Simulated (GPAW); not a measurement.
The system is NiO.

```
CELL_PARAMETERS angstrom
2.50462 0.00000 0.00000
0.00000 2.50462 0.00000
0.00000 0.00000 2.50462
ATOMIC_POSITIONS crystal
Ni 0.00000 0.00000 0.00000
O 0.50000 0.50000 0.50000
```

Measurements of this composition are mostly on another form, of space group No. 225.

Base run:

- Program: GPAW 26.7.0
- Functional: r2SCAN
- Potentials or basis: GPAW PAW data sets (gpaw-data 1.2.1)
- Cutoff: 800 eV
- Basis: pw
- k mesh: 11 × 11 × 11
- Occupations: fermi-dirac, width 0.05 eV
- Spin: collinear spin, ferromagnetic start
- Starting moments: [1.0, 0.0] μB
- Hubbard terms: Ni d U = 8 eV

Its results: band gap on the k mesh none (metal or under the smearing width); pressure 29.2 GPa; net moment 2.00 μB per cell; site moments Ni +1.65; O +0.28 μB.

Q: The run is repeated on the same cell with these changes: hubbard terms from Ni d U = 8 eV to Ni d U = 2 eV. What comes out?

A: Band gap on the k mesh none (metal or under the smearing width); pressure 33.2 GPa; net moment 2.00 μB per cell; site moments Ni +1.56; O +0.35 μB.

Caveats: the stock nickel data set gives pressures a few GPa off other programs; a pressure of tens of GPa on the cell as given is suspect, and the run, the potentials or the cell itself is likely at fault; the PAW data sets were made with another functional, which shifts forces and pressure a little; a cell with one magnetic atom can't hold antiferromagnetic order, which such compounds often take.

Not every run made on this cell is shown here.
